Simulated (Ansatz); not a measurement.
## Relaxation of HfB

All numbers below come from DFT PBEsol, scalar-relativistic, plane waves, PAW in Ansatz 0.2.0. Settings: 420 eV cutoff, 14×14×14 k-mesh, Gaussian smearing of 0.10 eV, no spin polarisation.

What was changed in TiB: Ti → Hf on all its sites, cell and atoms relaxed.

Spin–orbit coupling is left out, which can shift energies with elements as heavy as these.

Command:

```bash
ansatz run input.yaml --threads 1 --pin off --max-ram 2560MiB --backend cpu --events-out ev --progress --plain --runs-dir out
```

Input:

```yaml
crystal:
  lattice:
    - [0.0, 2.5529776632, 2.5529776632]
    - [2.5529776632, 0.0, 2.5529776632]
    - [2.5529776632, 2.5529776632, 0.0]
  atoms:
    - { symbol: Hf, position: [0.75, 0.75, 0.75] }
    - { symbol: B, position: [0.0, 0.0, 0.0] }
basis:
  ecutwfc: 420
kpoints:
  mp_grid: { grid: [14, 14, 14] }
hamiltonian:
  xc: pbesol
scf:
  occupations: { method: gaussian, width: 0.1 }
output:
  forces: true
  stress: true
  eigenvalues: true
relax:
  adjacent_minimum: "off"
  f_tol: 0.01
  max_steps: 60
  cell: { stress_tol: 0.1 }
```

F is the free energy. Steps run on the plane waves of an earlier cell, but the last one, and at times one on the way, on a freshly chosen basis, so a repeated geometry can differ a little in energy.

Steps:

| step | F − F(1) (eV) | largest force component (eV/Å) | V (Å³/atom) | P (GPa) |
| --- | --- | --- | --- | --- |
| 1 | 0.0000 | 0.000 | 16.640 | 5.61 |
| 2 | -0.0256 | 0.000 | 17.551 | -0.67 |
| 3 | -0.0262 | 0.000 | 17.450 | -0.04 |
| 4 | -0.0273 | 0.000 | 17.450 | -0.01 |

Relaxed structure:

```cif
data_structure
_symmetry_space_group_name_H-M 'P 1'
_symmetry_Int_Tables_number 1
_cell_length_a 3.6681
_cell_length_b 3.6681
_cell_length_c 3.6681
_cell_angle_alpha 60.000
_cell_angle_beta 60.000
_cell_angle_gamma 60.000
_cell_volume 34.90
loop_
_atom_site_label
_atom_site_type_symbol
_atom_site_fract_x
_atom_site_fract_y
_atom_site_fract_z
_atom_site_occupancy
Hf1 Hf 0.75000 0.75000 0.75000 1
B1 B 0.00000 0.00000 0.00000 1
```

Symmetry: F-43m, No. 216, cubic system. The conventional cell has a = 5.188 Å, b = 5.188 Å, c = 5.188 Å, α = 90.00°, β = 90.00°, γ = 90.00°. Hf (site symmetry -43m) has 4 B at 2.25 Å as nearest neighbours. Around B (site symmetry -43m) lie 4 Hf at 2.25 Å.

The run converged. The run took 49 s on 1 thread of Arm Neoverse N1, on a shared host, peak memory 0.37 GiB.